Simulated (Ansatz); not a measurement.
Runs of Ansatz 0.2.0 on Tl. The structure is hexagonal, space group P6_3/mmc (No. 194). The conventional cell has a = 3.456 Å, b = 3.456 Å, c = 5.525 Å, α = 90.00°, β = 90.00°, γ = 120.00°. Around Tl (site symmetry -6m2) lie 12 Tl at 3.41 to 3.46 Å. 

```csv
task,level,smearing,gap on the mesh (eV),pressure (GPa)
band structure,revPBE,methfessel-paxton 0.2 eV,-,4.8
band structure,PBE+D3(BJ),methfessel-paxton 0.2 eV,-,(a)
single point,PBEsol,gaussian 0.02 eV,none,0.3
single point,LDA,gaussian 0.1 eV,none,-1.5
```

Alike in all rows: potentials or basis all-electron LAPW, scalar-relativistic; no spin polarisation; cell as given; k mesh 9 × 9 × 5; cutoff (eV) 167; basis error allowed 0.001 eV/atom.

Task: Estimate the missing entries.

Result: (a) 1.4.

Caveats: spin-orbit coupling is left out, which moves the levels of the heavy elements (some runs); pairwise dispersion overbinds metals, which lowers pressure and volume (some runs).

A k mesh can miss the band edges, and the runs leave out spin-orbit coupling on Tl.

A gap of «none» marks a metal or a gap under the smearing width.
